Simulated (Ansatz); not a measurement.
Crystal: Re.

```
CELL_PARAMETERS angstrom
2.76639 0.00000 0.00000
-1.38319 2.39576 0.00000
0.00000 0.00000 8.93885
ATOMIC_POSITIONS crystal
Re 0.66667 0.33333 0.75000
Re 0.00000 0.00000 0.50000
Re 0.33333 0.66667 0.25000
Re 0.00000 0.00000 0.00000
```

Base run:

* Program: Ansatz 0.2.0
* Functional: LDA
* Potentials or basis: Ansatz PAW
* Cutoff: 420 eV
* Density cutoff: 1680 eV
* k mesh: 11 × 11 × 3
* Occupations: fermi-dirac, width 0.05 eV
* Spin: no spin polarisation

Its results: band gap on the k mesh none (metal or under the smearing width); pressure -12.5 GPa.

Q: After a change of settings the same cell gave: band gap on the k mesh none (metal or under the smearing width); pressure 3.3 GPa. Which change was it?
A. functional from LDA to r2SCAN; cutoff from 420 eV to 500 eV; density cutoff from 1680 eV to 2000 eV
B. functional from LDA to PBE; cutoff from 420 eV to 600 eV; density cutoff from 1680 eV to 2400 eV
C. functional from LDA to PBEsol; spin from no spin polarisation to spin-orbit coupling, no magnetisation; potential files from those of the base run to others of the same set
D. functional from LDA to RPBE

A: B.

PBE binds less tightly than LDA, so the same cell stands under more pressure.

Caveats: the PAW data sets come from PBE, with cores solved anew for the run's functional, which leaves a small shift of forces and pressure (some runs).

Not every run made on this cell is shown here.
